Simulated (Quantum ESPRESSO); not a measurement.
# C (Fd-3m) in Quantum ESPRESSO: settings compared, part 2 of 2

Quantum ESPRESSO 7.5.

## 4. Band structure, SCAN

pw.in reads:

```
&CONTROL
  calculation = 'scf'
  prefix = 'pwscf'
  outdir = './tmp'
  pseudo_dir = './pseudo'
  tprnfor = .true.
  tstress = .true.
  disk_io = 'low'
/
&SYSTEM
  ibrav = 0
  nat = 2
  ntyp = 1
  ecutwfc = 88
  nbnd = 9
  input_dft = 'scan'
  occupations = 'smearing'
  smearing = 'fd'
  degauss = 0.00367493
  nosym = .true.
/
&ELECTRONS
  conv_thr = 1d-08
  electron_maxstep = 120
  mixing_beta = 0.5
/
ATOMIC_SPECIES
C     12.0110 C_ONCV_PBE-1.2.upf
CELL_PARAMETERS angstrom
   0.0000000000    1.7833700000    1.7833700000
   1.7833700000    0.0000000000    1.7833700000
   1.7833700000    1.7833700000    0.0000000000
ATOMIC_POSITIONS crystal
C      0.7500000000    0.7500000000    0.7500000000
C      0.5000000000    0.5000000000    0.5000000000
K_POINTS automatic
10 10 10 0 0 0
```

bands.in reads:

```
&CONTROL
  calculation = 'bands'
  prefix = 'pwscf'
  outdir = './tmp'
  pseudo_dir = './pseudo'
  disk_io = 'low'
  verbosity = 'high'
/
&SYSTEM
  ibrav = 0
  nat = 2
  ntyp = 1
  ecutwfc = 88
  nbnd = 9
  input_dft = 'scan'
  occupations = 'smearing'
  smearing = 'fd'
  degauss = 0.00367493
  nosym = .true.
/
&ELECTRONS
  conv_thr = 1d-08
  electron_maxstep = 120
  mixing_beta = 0.5
  diago_full_acc = .true.
  startingwfc = 'random'
/
ATOMIC_SPECIES
C     12.0110 C_ONCV_PBE-1.2.upf
CELL_PARAMETERS angstrom
   0.0000000000    1.7833700000    1.7833700000
   1.7833700000    0.0000000000    1.7833700000
   1.7833700000    1.7833700000    0.0000000000
ATOMIC_POSITIONS crystal
C      0.7500000000    0.7500000000    0.7500000000
C      0.5000000000    0.5000000000    0.5000000000
K_POINTS crystal
60
 0.0000000000  0.0000000000  0.0000000000 1
 0.0625000000  0.0000000000  0.0625000000 1
 0.1250000000  0.0000000000  0.1250000000 1
 0.1875000000  0.0000000000  0.1875000000 1
 0.2500000000  0.0000000000  0.2500000000 1
 0.3125000000  0.0000000000  0.3125000000 1
 0.3750000000  0.0000000000  0.3750000000 1
 0.4375000000  0.0000000000  0.4375000000 1
 0.5000000000  0.0000000000  0.5000000000 1
 0.5000000000  0.0625000000  0.5625000000 1
 0.5000000000  0.1250000000  0.6250000000 1
 0.5000000000  0.1875000000  0.6875000000 1
 0.5000000000  0.2500000000  0.7500000000 1
 0.4375000000  0.3125000000  0.7500000000 1
 0.3750000000  0.3750000000  0.7500000000 1
 0.3375000000  0.3375000000  0.6750000000 1
 0.3000000000  0.3000000000  0.6000000000 1
 0.2625000000  0.2625000000  0.5250000000 1
 0.2250000000  0.2250000000  0.4500000000 1
 0.1875000000  0.1875000000  0.3750000000 1
 0.1500000000  0.1500000000  0.3000000000 1
 0.1125000000  0.1125000000  0.2250000000 1
 0.0750000000  0.0750000000  0.1500000000 1
 0.0375000000  0.0375000000  0.0750000000 1
 0.0000000000  0.0000000000  0.0000000000 1
 0.0625000000  0.0625000000  0.0625000000 1
 0.1250000000  0.1250000000  0.1250000000 1
 0.1875000000  0.1875000000  0.1875000000 1
 0.2500000000  0.2500000000  0.2500000000 1
 0.3125000000  0.3125000000  0.3125000000 1
 0.3750000000  0.3750000000  0.3750000000 1
 0.4375000000  0.4375000000  0.4375000000 1
 0.5000000000  0.5000000000  0.5000000000 1
 0.5250000000  0.4500000000  0.5250000000 1
 0.5500000000  0.4000000000  0.5500000000 1
 0.5750000000  0.3500000000  0.5750000000 1
 0.6000000000  0.3000000000  0.6000000000 1
 0.6250000000  0.2500000000  0.6250000000 1
 0.5833333333  0.2500000000  0.6666666667 1
 0.5416666667  0.2500000000  0.7083333333 1
 0.5000000000  0.2500000000  0.7500000000 1
 0.5000000000  0.2857142857  0.7142857143 1
 0.5000000000  0.3214285714  0.6785714286 1
 0.5000000000  0.3571428571  0.6428571429 1
 0.5000000000  0.3928571429  0.6071428571 1
 0.5000000000  0.4285714286  0.5714285714 1
 0.5000000000  0.4642857143  0.5357142857 1
 0.5000000000  0.5000000000  0.5000000000 1
 0.4821428571  0.4821428571  0.5357142857 1
 0.4642857143  0.4642857143  0.5714285714 1
 0.4464285714  0.4464285714  0.6071428571 1
 0.4285714286  0.4285714286  0.6428571429 1
 0.4107142857  0.4107142857  0.6785714286 1
 0.3928571429  0.3928571429  0.7142857143 1
 0.3750000000  0.3750000000  0.7500000000 1
 0.6250000000  0.2500000000  0.6250000000 1
 0.5937500000  0.1875000000  0.5937500000 1
 0.5625000000  0.1250000000  0.5625000000 1
 0.5312500000  0.0625000000  0.5312500000 1
 0.5000000000  0.0000000000  0.5000000000 1
```

Potentials or basis: SG15 PBE 1.2.

Command:

```sh
OMP_NUM_THREADS=1 pw.x -in pw.in > pw.out
OMP_NUM_THREADS=1 pw.x -in bands.in > bands.out
```

pw.out:

```text
This program is part of the open-source Quantum ESPRESSO suite
     for quantum simulation of materials; please cite
         "P. Giannozzi et al., J. Phys.:Condens. Matter 21 395502 (2009);
         "P. Giannozzi et al., J. Phys.:Condens. Matter 29 465901 (2017);
         "P. Giannozzi et al., J. Chem. Phys. 152 154105 (2020);
     in publications or presentations arising from this work. More details at

     IMPORTANT: XC functional enforced from input :
     Exchange-correlation= SCAN
                           (   0   0   0   0   0 263 267)
     Any further DFT definition will be discarded
     Please, verify this is what you really want

     G-vector sticks info
     --------------------
     sticks:   dense  smooth     PW     G-vecs:    dense   smooth      PW
     Sum         559     559    187                 8609     8609    1639

     Using Slab Decomposition

     bravais-lattice index     =            0
     lattice parameter (alat)  =       4.7660  a.u.
     unit-cell volume          =      76.5510 (a.u.)^3
     number of atoms/cell      =            2
     number of atomic types    =            1
     number of electrons       =         8.00
     number of Kohn-Sham states=            9
     kinetic-energy cutoff     =      88.0000  Ry
     charge density cutoff     =     352.0000  Ry
     scf convergence threshold =      1.0E-08
     mixing beta               =       0.5000
     number of iterations used =            8  plain     mixing
     Exchange-correlation= SCAN
                           (   0   0   0   0   0 263 267)

     celldm(1)=   4.766014  celldm(2)=   0.000000  celldm(3)=   0.000000
     celldm(4)=   0.000000  celldm(5)=   0.000000  celldm(6)=   0.000000
[... 30 lines left out ...]
         2        C      tau(   2) = (   0.7071068   0.7071068   0.7071068  )

     number of k points=   504  Fermi-Dirac smearing, width (Ry)=  0.0037

     Number of k-points >= 100: set verbosity='high' to print them.

     Dense  grid:     8609 G-vectors     FFT dimensions: (  30,  30,  30)

     WARNING: libxc functional with ID  263 depends
      on external parameters: check the user_guide of
      QE if you need to modify them or to check their
      default values.

     Initial potential from superposition of free atoms

     starting charge       7.9861, renormalised to       8.0000
     Starting wfcs are random

     Self-consistent Calculation

     iteration #  1     ecut=    88.00 Ry     beta= 0.50
     Davidson diagonalization with overlap
     ethr =  1.00E-02,  avg # of iterations =  8.4

     total energy              =     -22.74314416 Ry
     estimated scf accuracy    <       2.14280477 Ry
[... 50 lines left out ...]
     iteration #  9     ecut=    88.00 Ry     beta= 0.50
     Davidson diagonalization with overlap
     ethr =  1.27E-10,  avg # of iterations =  2.0

     End of self-consistent calculation

     Number of k-points >= 100: set verbosity='high' to print the bands.

     the Fermi energy is    14.2710 ev

!    total energy              =     -22.75602107 Ry
     estimated scf accuracy    <          2.7E-10 Ry
     smearing contrib. (-TS)   =      -0.00000000 Ry
     internal energy E=F+TS    =     -22.75602107 Ry

     The total energy is F=E-TS. E is the sum of the following terms:
     one-electron contribution =       7.96814324 Ry
     hartree contribution      =       1.94341936 Ry
     xc contribution           =      -7.09289517 Ry
     ewald contribution        =     -25.57468850 Ry

     convergence has been achieved in   9 iterations

     Forces acting on atoms (cartesian axes, Ry/au):

     atom    1 type  1   force =     0.00000001    0.00000008    0.00000005
     atom    2 type  1   force =    -0.00000001   -0.00000008   -0.00000005

     Total force =     0.000000     Total SCF correction =     0.000000
     SCF correction compared to forces is large: reduce conv_thr to get better values

     Computing stress (Cartesian axis) and pressure

          total   stress  (Ry/bohr**3)                   (kbar)     P=      -40.66
  -0.00027639   0.00000000   0.00000000          -40.66        0.00        0.00
   0.00000000  -0.00027639   0.00000000            0.00      -40.66        0.00
   0.00000000   0.00000000  -0.00027639            0.00        0.00      -40.66

=------------------------------------------------------------------------------=
   JOB DONE.
=------------------------------------------------------------------------------=
```

Wall time 4.5 min (1 thread of Arm Neoverse V1, shared host); peak memory 0.11 GiB.

Results:

```
Free energy             : -309.6114 eV
Pressure                : -4.1 GPa
Band gap on the k mesh  : 4.51 eV, indirect (least direct gap 6.16 eV)
Band gap along the path : 4.48 eV, indirect (least direct gap 6.16 eV)
```

Levels at the corners of the path, in eV from the valence-band top:
```
point  band 1  band 2  band 3  band 4  band 5  band 6  band 7  band 8  band 9
    Γ  -22.55    0.00    0.00    0.00    6.16    6.16    6.16   13.86   20.09
    X  -13.49  -13.48   -6.53   -6.53    5.11    5.13   18.14   18.14   24.56
    W  -12.73  -12.71   -8.57   -8.57   11.36   11.36   13.10   13.13   22.60
    K  -13.79  -12.40   -9.59   -5.56    6.10   11.44   15.49   16.74   19.66
    Γ  -22.55    0.00    0.00    0.00    6.16    6.16    6.16   13.86   20.09
    L  -16.64  -13.90   -2.90   -2.90    9.15    9.15    9.19   16.84   23.07
    U  -13.79  -12.40   -9.59   -5.56    6.10   11.44   15.49   16.74   19.66
    W  -12.73  -12.71   -8.57   -8.57   11.36   11.36   13.10   13.13   22.60
    L  -16.64  -13.90   -2.90   -2.90    9.15    9.15    9.19   16.84   23.07
    K  -13.79  -12.40   -9.59   -5.56    6.10   11.44   15.49   16.74   19.66
    U  -13.79  -12.40   -9.59   -5.56    6.10   11.44   15.49   16.74   19.66
    X  -13.49  -13.48   -6.53   -6.53    5.11    5.13   18.14   18.14   24.56
```

Caveat: the potentials were made for another functional, which shifts forces and pressure. SCAN opens gaps a little over a GGA but as a rule still falls short of measured ones.

## 5. Band structure, TPSS

pw.in: that of step 4 with these lines changed.

```diff
@@ -15,3 +15,3 @@
   nbnd = 9
-  input_dft = 'scan'
+  input_dft = 'XC-000I-000I-000I-000I-202L-231L'
   occupations = 'smearing'
```

bands.in: that of step 4 with these lines changed.

```diff
@@ -14,3 +14,3 @@
   nbnd = 9
-  input_dft = 'scan'
+  input_dft = 'XC-000I-000I-000I-000I-202L-231L'
   occupations = 'smearing'
```

Command:

```sh
OMP_NUM_THREADS=1 pw.x -in pw.in > pw.out
OMP_NUM_THREADS=1 pw.x -in bands.in > bands.out
```

It took 3.7 min on 1 thread of Arm Neoverse V1, shared host; peak memory 0.11 GiB.

Results (log left out):

```yaml
Free_energy: -309.6368 eV
Pressure: 1.8 GPa
Band_gap_on_the_k_mesh: 4.29 eV, indirect (least direct gap 5.83 eV)
Band_gap_along_the_path: 4.26 eV, indirect (least direct gap 5.83 eV)
```

Levels at the corners of the path, in eV from the valence-band top:
| point | band 1 | band 2 | band 3 | band 4 | band 5 | band 6 | band 7 | band 8 |
| --- | --- | --- | --- | --- | --- | --- | --- | --- |
| Γ | -21.78 | 0.00 | 0.00 | 0.00 | 5.83 | 5.83 | 5.83 | 13.70 |
| X | -12.93 | -12.93 | -6.35 | -6.35 | 4.88 | 4.88 | 17.19 | 17.19 |
| W | -12.13 | -12.13 | -8.41 | -8.41 | 10.78 | 10.78 | 12.67 | 12.67 |
| K | -13.15 | -11.88 | -9.41 | -5.41 | 5.82 | 10.96 | 14.72 | 15.98 |
| Γ | -21.78 | 0.00 | 0.00 | 0.00 | 5.83 | 5.83 | 5.83 | 13.70 |
| L | -15.92 | -13.54 | -2.82 | -2.82 | 8.74 | 8.74 | 9.10 | 15.85 |
| U | -13.15 | -11.88 | -9.41 | -5.41 | 5.82 | 10.96 | 14.72 | 15.98 |
| W | -12.13 | -12.13 | -8.41 | -8.41 | 10.78 | 10.78 | 12.67 | 12.67 |
| L | -15.92 | -13.54 | -2.82 | -2.82 | 8.74 | 8.74 | 9.10 | 15.85 |
| K | -13.15 | -11.88 | -9.41 | -5.41 | 5.82 | 10.96 | 14.72 | 15.98 |
| U | -13.15 | -11.88 | -9.41 | -5.41 | 5.82 | 10.96 | 14.72 | 15.98 |
| X | -12.93 | -12.93 | -6.35 | -6.35 | 4.88 | 4.88 | 17.19 | 17.19 |

Caveat: the potentials were made for another functional, which shifts forces and pressure. TPSS opens gaps a little over a GGA but as a rule still falls short of measured ones.

## 6. Band structure, revPBE

pw.in: that of step 5 with these lines changed.

```diff
@@ -15,3 +15,3 @@
   nbnd = 9
-  input_dft = 'XC-000I-000I-000I-000I-202L-231L'
+  input_dft = 'revpbe'
   occupations = 'smearing'
@@ -19,6 +19,5 @@
   degauss = 0.00367493
-  nosym = .true.
 /
 &ELECTRONS
-  conv_thr = 1d-08
+  conv_thr = 4d-10
   electron_maxstep = 120
@@ -36,2 +35,2 @@
 K_POINTS automatic
-10 10 10 0 0 0
+13 13 13 0 0 0
```

bands.in: that of step 5 with these lines changed.

```diff
@@ -14,3 +14,3 @@
   nbnd = 9
-  input_dft = 'XC-000I-000I-000I-000I-202L-231L'
+  input_dft = 'revpbe'
   occupations = 'smearing'
@@ -18,3 +18,2 @@
   degauss = 0.00367493
-  nosym = .true.
 /
```

Potentials or basis: SG15 PBE 1.2.

Command:

```sh
OMP_NUM_THREADS=1 pw.x -in pw.in > pw.out
OMP_NUM_THREADS=1 pw.x -in bands.in > bands.out
```

Run time: 13 s. Hardware: 1 thread of Arm Neoverse V1, shared host; peak memory 0.09 GiB.

It converged, with:

```
Free energy             : -310.1352 eV
Pressure                : 1.4 GPa
Band gap on the k mesh  : 4.24 eV, indirect (least direct gap 5.61 eV)
Band gap along the path : 4.23 eV, indirect (least direct gap 5.61 eV)
```

Levels at the corners of the path, in eV from the valence-band top:
```
point  band 1  band 2  band 3  band 4  band 5  band 6  band 7  band 8
    Γ  -21.40    0.00    0.00    0.00    5.61    5.61    5.61   13.37
    X  -12.72  -12.72   -6.28   -6.28    4.88    4.88   16.75   16.75
    W  -11.93  -11.93   -8.28   -8.28   10.70   10.70   12.33   12.33
    K  -12.93  -11.69   -9.26   -5.35    5.79   10.81   14.34   15.61
    Γ  -21.40    0.00    0.00    0.00    5.61    5.61    5.61   13.37
    L  -15.65  -13.31   -2.80   -2.80    8.49    8.49    8.92   15.76
    U  -12.93  -11.69   -9.26   -5.35    5.79   10.81   14.34   15.61
    W  -11.93  -11.93   -8.28   -8.28   10.70   10.70   12.33   12.33
    L  -15.65  -13.31   -2.80   -2.80    8.49    8.49    8.92   15.76
    K  -12.93  -11.69   -9.26   -5.35    5.79   10.81   14.34   15.61
    U  -12.93  -11.69   -9.26   -5.35    5.79   10.81   14.34   15.61
    X  -12.72  -12.72   -6.28   -6.28    4.88    4.88   16.75   16.75
```

Caveat: the potentials were made for another functional, which shifts forces and pressure.

## 7. Band structure, EV93PW91

pw.in: that of step 6 with these lines changed.

```diff
@@ -15,3 +15,3 @@
   nbnd = 9
-  input_dft = 'revpbe'
+  input_dft = 'XC-000I-000I-035L-134L-000I-000I'
   occupations = 'smearing'
```

bands.in: that of step 6 with these lines changed.

```diff
@@ -14,3 +14,3 @@
   nbnd = 9
-  input_dft = 'revpbe'
+  input_dft = 'XC-000I-000I-035L-134L-000I-000I'
   occupations = 'smearing'
```

Potentials or basis: SG15 PBE 1.2.

Command:

```sh
OMP_NUM_THREADS=1 pw.x -in pw.in > pw.out
OMP_NUM_THREADS=1 pw.x -in bands.in > bands.out
```

pw.out:

```text
This program is part of the open-source Quantum ESPRESSO suite
     for quantum simulation of materials; please cite
         "P. Giannozzi et al., J. Phys.:Condens. Matter 21 395502 (2009);
         "P. Giannozzi et al., J. Phys.:Condens. Matter 29 465901 (2017);
         "P. Giannozzi et al., J. Chem. Phys. 152 154105 (2020);
     in publications or presentations arising from this work. More details at

     IMPORTANT: XC functional enforced from input :
     Exchange-correlation= XC-000I-000I-035L-134L-000I-000I
                           (   0   0  35 134   0   0   0)
     Any further DFT definition will be discarded
     Please, verify this is what you really want

     Message from routine setup:
     using ibrav=0 with symmetry is DISCOURAGED, use correct ibrav instead

     G-vector sticks info
     --------------------
     sticks:   dense  smooth     PW     G-vecs:    dense   smooth      PW
     Sum         559     559    169                 8609     8609    1471

     Using Slab Decomposition

     bravais-lattice index     =            0
     lattice parameter (alat)  =       4.7660  a.u.
[... 208 lines left out ...]
     End of self-consistent calculation

          k = 0.0000 0.0000 0.0000 (  1067 PWs)   bands (ev):

    -7.8304  13.4049  13.4049  13.4049  19.0395  19.0395  19.0395  26.8810
    34.1039
[... 413 lines left out ...]
     0.6939   2.1243   4.9921   5.9420  24.0396  24.1264  25.5503  26.9066
    34.3142

     the Fermi energy is    14.4915 ev

!    total energy              =     -22.80073706 Ry
     estimated scf accuracy    <          2.2E-11 Ry
     smearing contrib. (-TS)   =      -0.00000000 Ry
     internal energy E=F+TS    =     -22.80073706 Ry

     The total energy is F=E-TS. E is the sum of the following terms:
     one-electron contribution =       7.92152440 Ry
     hartree contribution      =       2.01855760 Ry
     xc contribution           =      -7.16613056 Ry
     ewald contribution        =     -25.57468850 Ry

     convergence has been achieved in   9 iterations

     Forces acting on atoms (cartesian axes, Ry/au):

     atom    1 type  1   force =     0.00000000    0.00000000   -0.00000000
     atom    2 type  1   force =    -0.00000000   -0.00000000    0.00000000

     Total force =     0.000000     Total SCF correction =     0.000000

     Computing stress (Cartesian axis) and pressure

          total   stress  (Ry/bohr**3)                   (kbar)     P=       96.69
   0.00065727  -0.00000000  -0.00000000           96.69       -0.00       -0.00
  -0.00000000   0.00065727  -0.00000000           -0.00       96.69       -0.00
  -0.00000000  -0.00000000   0.00065727           -0.00       -0.00       96.69

=------------------------------------------------------------------------------=
   JOB DONE.
=------------------------------------------------------------------------------=
```

bands.out:

```text
This program is part of the open-source Quantum ESPRESSO suite
     for quantum simulation of materials; please cite
         "P. Giannozzi et al., J. Phys.:Condens. Matter 21 395502 (2009);
         "P. Giannozzi et al., J. Phys.:Condens. Matter 29 465901 (2017);
         "P. Giannozzi et al., J. Chem. Phys. 152 154105 (2020);
     in publications or presentations arising from this work. More details at

     IMPORTANT: XC functional enforced from input :
[... 852 lines left out ...]
    36.5383

          k = 0.0000 0.7071 0.0000 (  1090 PWs)   bands (ev):
[... 256 lines left out ...]
     0.7558   0.7558   7.1734   7.1734  18.7315  18.7315  30.1584  30.1584
    37.1875

=------------------------------------------------------------------------------=
   JOB DONE.
=------------------------------------------------------------------------------=
```

It took 15 s on 1 thread of Arm Neoverse V1, shared host; peak memory 0.09 GiB.

Results:

```yaml
Free_energy: -310.2198 eV
Pressure: 9.7 GPa
Band_gap_on_the_k_mesh: 4.58 eV, indirect (least direct gap 5.63 eV)
Band_gap_along_the_path: 4.58 eV, indirect (least direct gap 5.63 eV)
```

Levels at the corners of the path, in eV from the valence-band top:
| point | band 1 | band 2 | band 3 | band 4 | band 5 | band 6 | band 7 | band 8 |
| --- | --- | --- | --- | --- | --- | --- | --- | --- |
| Γ | -21.24 | 0.00 | 0.00 | 0.00 | 5.63 | 5.63 | 5.63 | 13.48 |
| X | -12.65 | -12.65 | -6.23 | -6.23 | 5.33 | 5.33 | 16.75 | 16.75 |
| W | -11.92 | -11.92 | -8.09 | -8.09 | 11.11 | 11.11 | 12.36 | 12.36 |
| K | -12.92 | -11.63 | -9.05 | -5.31 | 6.20 | 11.09 | 14.34 | 15.68 |
| Γ | -21.24 | 0.00 | 0.00 | 0.00 | 5.63 | 5.63 | 5.63 | 13.48 |
| L | -15.61 | -13.09 | -2.80 | -2.80 | 8.60 | 8.60 | 9.08 | 16.27 |
| U | -12.92 | -11.63 | -9.05 | -5.31 | 6.20 | 11.09 | 14.34 | 15.68 |
| W | -11.92 | -11.92 | -8.09 | -8.09 | 11.11 | 11.11 | 12.36 | 12.36 |
| L | -15.61 | -13.09 | -2.80 | -2.80 | 8.60 | 8.60 | 9.08 | 16.27 |
| K | -12.92 | -11.63 | -9.05 | -5.31 | 6.20 | 11.09 | 14.34 | 15.68 |
| U | -12.92 | -11.63 | -9.05 | -5.31 | 6.20 | 11.09 | 14.34 | 15.68 |
| X | -12.65 | -12.65 | -6.23 | -6.23 | 5.33 | 5.33 | 16.75 | 16.75 |

Caveat: the potentials were made for another functional, which shifts forces and pressure; the potentials were made for a functional far from this one.

## 8. Summary

| level | k mesh | SCF threshold | symmetry | gap on the mesh (eV) | pressure (GPa) |
| --- | --- | --- | --- | --- | --- |
| AM05 | 13 × 13 × 13 | 4e-10 Ry | - | 3.99 | -3.2 |
| r2SCAN | 10 × 10 × 10 | 1e-08 Ry | off | 4.30 | -2.4 |
| SCAN | 10 × 10 × 10 | 1e-08 Ry | off | 4.51 | -4.1 |
| TPSS | 10 × 10 × 10 | 1e-08 Ry | off | 4.29 | 1.8 |
| revPBE | 13 × 13 × 13 | 4e-10 Ry | - | 4.24 | 1.4 |
| EV93PW91 | 13 × 13 × 13 | 4e-10 Ry | - | 4.58 | 9.7 |

Alike in all rows: task band structure; potentials or basis SG15 PBE 1.2; no spin polarisation; cell as given; cutoff (eV) 1197; smearing fermi-dirac 0.05 eV.

On the cell as given the gap runs from 3.98 eV (AM05) to 4.58 eV (EV93PW91); the meshes differ, which moves gaps too. The pressure there spans -4.1 GPa (SCAN) to 9.7 GPa (EV93PW91); a positive pressure means that this level wants a larger cell, a negative one a smaller.

Caveats: the potentials were made for another functional, which shifts forces and pressure; the potentials were made for a functional far from this one (some runs).

Absolute energies hang on the potentials; compare differences alone.
